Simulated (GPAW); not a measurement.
A run of GPAW 26.7.0 is set up as follows.

run.py

```python
from ase.filters import FrechetCellFilter
from ase.io import read, write
from ase.optimize import BFGS
from gpaw import GPAW, PW

atoms = read('POSCAR')

calc = GPAW(mode=PW(800),
            xc='PBE',
            kpts={'size': (9, 9, 9), 'gamma': True},
            occupations={'name': 'fermi-dirac', 'width': 0.05},
            nbands=11,
            convergence={'density': 1e-05, 'forces': 0.0001},
            maxiter=150,
            txt='gpaw.txt')
atoms.calc = calc
opt = BFGS(FrechetCellFilter(atoms), trajectory='relax.traj', logfile='-')
done = opt.run(fmax=0.02, steps=60)
calc.write('gs.gpw')
write('result.traj', atoms)
print('Converged:', done)
print('Cell:', atoms.cell.cellpar().round(4))
print('Volume:', round(atoms.get_volume(), 4))
print(atoms.get_scaled_positions().round(5))
```

POSCAR

```
BeS
1.0
    0.0000000000      2.4250000000      2.4250000000
    2.4250000000      0.0000000000      2.4250000000
    2.4250000000      2.4250000000      0.0000000000
S Be
1 1
Direct
    0.7500000000      0.7500000000      0.7500000000
    0.0000000000      0.0000000000      0.0000000000
```

Potentials or basis: GPAW PAW data sets (gpaw-data 1.2.1), pw.

Run with:

```sh
$ OMP_NUM_THREADS=1 python run.py
```

Task: What does it give for the space group after relaxing (to 0.05 Å)?

Result: F-43m (No. 216).

Task: Estimate the band gap on the k mesh.

Result: 3.24 eV, indirect (least direct gap 5.65 eV).

Task: What does it give for the relaxed volume?

Result: 14.59 Å³/atom.

Task: Estimate the relaxed cell.

Result: a = 3.455 Å, b = 3.455 Å, c = 3.455 Å, α = 60.00°, β = 60.00°, γ = 60.00°.

Step by step:
| step | energy change (eV) | largest force (eV/Å) | pressure (GPa) | volume (Å³) |
| --- | --- | --- | --- | --- |
| 1 | 0.0000 | 0.0000 | 2.24 | 28.52 |
| 2 | -0.0016 | 0.0000 | 1.81 | 28.64 |
| 3 | -0.0047 | 0.0000 | 0.04 | 29.17 |

Caveat: later steps reuse the first step's grids; an odd mesh through Γ misses points on the zone boundary, where band edges often lie. Expect the measured gap to be larger: semilocal functionals such as PBE lack the derivative discontinuity.
